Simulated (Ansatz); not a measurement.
## Ni in Ansatz: the effect of starting spin order

Ni:

```
Ni
1.0
     2.44802    0.00000    0.00000
    -1.22401    2.12005    0.00000
     0.00000    0.00000    4.07281
Ni
2
Direct
  0.66667 0.33333 0.75000
  0.33333 0.66667 0.25000
```

This isn't the form of Ni at room conditions, which is fcc.

Alike in all runs:

| Property | Result |
| --- | --- |
| Program | Ansatz 0.2.0 |
| Task | single point |
| Functional | PBEsol |
| Potentials or basis | all-electron LAPW, scalar-relativistic |
| Cutoff | 323 eV (chosen from the basis error) |
| Basis error allowed | 0.001 eV/atom |
| k mesh | 12 × 12 × 7 |
| Occupations | fermi-dirac, width 0.05 eV |

**Question.** One run gave: energy over the lowest run 54.0 meV/atom; final net moment 0.00 μB; final largest site moment 0.00 μB. Which starting spin order did it use?
A. fm
B. off
C. afm
D. ferri

**Answer.** B.

```tsv
starting spin order	spin	starting moments	energy over the lowest run (meV/atom)	final net moment (μB)	final largest site moment (μB)
fm	collinear spin, ferromagnetic start	[1.0, 1.0] μB	0.0	1.30	0.68
off	no spin polarisation	-	54.0	0.00	0.00
afm	collinear spin, antiferromagnetic start	[1.0, -1.0] μB	0.0	-1.30	0.68
ferri	collinear spin, ferrimagnetic start	[1.0, -0.5] μB	0.0	1.30	0.68
```

Caveats: the starting moments weren't kept (some runs).
